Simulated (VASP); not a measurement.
Here is a VASP 6.6.1 calculation.

The input INCAR:

```
ALGO = Fast
EDIFF = 1E-6
ENCUT = 520
GGA = PE
ISIF = 2
ISMEAR = 0
LASPH = True
LCHARG = True
LELF = True
LREAL = Auto
LVHAR = True
LWAVE = False
NBANDS = 66
NELM = 60
PREC = Accurate
SIGMA = 0.1
```

KPOINTS

```
k-points
0
Gamma
  3 3 3
```

The input POSCAR:

```
Na8F7
1.0
    0.0000000000      4.6863547200      4.6863547200
    4.6863547200      0.0000000000      4.6863547200
    4.6863547200      4.6863547200      0.0000000000
F Na
7 8
Direct
    0.2509849489      0.2491080103      0.2491596496
    0.2505980811      0.2492467109      0.7492893112
    0.2508387799      0.7490857414      0.2492409495
   -0.2493333454      1.2492506116      0.7489536558
    0.7507816224      0.2492649553      0.2491286020
    0.7508887419      0.7491513575      0.2490778163
    0.7505980042      0.7492592238      0.7491444224
   -0.0048502517      0.0045306003      0.0047478267
   -0.0047668180      0.0047292622      0.4937349258
   -0.0046285442      0.4935983591      0.0046424143
    0.0006523194      0.4992086899      0.4992895630
    0.5006414666     -0.0009364421     -0.0006304474
    0.5061745518      0.0049783897      0.4938637039
    0.5061843675      0.4936473311      0.0046741020
    0.5063265890      0.4938729862      0.4934566712
```

Potentials or basis: VASP PAW PBE potentials, release 64 (F, Na_pv).

The run is started by

```bash
$ cat potpaw_PBE.64/F/POTCAR potpaw_PBE.64/Na_pv/POTCAR > POTCAR
$ mpirun -np 1 vasp_std > vasp.out
```

Question: What does it give for the largest force?

Answer: 0.008 eV/Å.

Question: Estimate the band gap on the k mesh.

Answer: None (metal or under the smearing width).

Question: Predict the pressure.

Answer: 2.0 GPa.

Forces in eV/Å, atoms in the order of the input:
```
F    0.003 -0.002 -0.002
F    0.000  0.000  0.000
F    0.002 -0.002 -0.001
F    0.004  0.003 -0.001
F   -0.001  0.000  0.000
F    0.003  0.000  0.000
F    0.001  0.003  0.001
Na  -0.001  0.000  0.003
Na  -0.002  0.002  0.000
Na   0.000 -0.001  0.002
Na  -0.002  0.000  0.001
Na  -0.002 -0.001  0.003
Na  -0.006 -0.001 -0.004
Na  -0.002 -0.002  0.002
Na   0.003  0.002 -0.003
```

Caveat: the k mesh is coarse (spacing up to 0.39 Å⁻¹), so the values aren't converged; an odd number of electrons without spin polarisation forces a metal; a magnetic or distorted state may lie lower.
